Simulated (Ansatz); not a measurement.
Pressure series in AgCl

Consider AgCl in the rock salt structure (space group Fm-3m, No. 225; a = 5.6115 Å).

Cell and atoms are relaxed at each pressure.

Computed with Kohn–Sham DFT with the PBE functional, run in Ansatz (a quantum-chemistry and plane-wave program) with PAW and 420 eV plane waves, spin-orbit coupling left out.

```csv
change,band gap,lattice parameter a,smallest direct gap
base,0.92 eV,5.611 Å,2.88 eV
pressure −2 GPa,0.95 eV,5.716 Å,2.74 eV
pressure −1 GPa,0.93 eV,5.660 Å,2.81 eV
pressure 0.9 GPa,0.92 eV,5.574 Å,2.94 eV
pressure 2.1 GPa,0.91 eV,5.529 Å,3.02 eV
pressure 4.5 GPa,0.90 eV,5.453 Å,3.17 eV
pressure 9 GPa,0.91 eV,5.345 Å,3.41 eV
pressure 15 GPa,0.94 eV,5.237 Å,3.68 eV
pressure 22.5 GPa,(withheld),(withheld),(withheld)
pressure 30 GPa,1.05 eV,5.054 Å,3.27 eV
```

Task: What belongs in the blanks?

Result: 
- pressure 22.5 GPa, band gap: 1.00 eV
- pressure 22.5 GPa, lattice parameter a: 5.134 Å
- pressure 22.5 GPa, smallest direct gap: 3.47 eV

Load acts through the strain it causes; cell and atoms are relaxed under it. Whether these cells are dynamically stable was not tested. No other phases were tried under pressure.
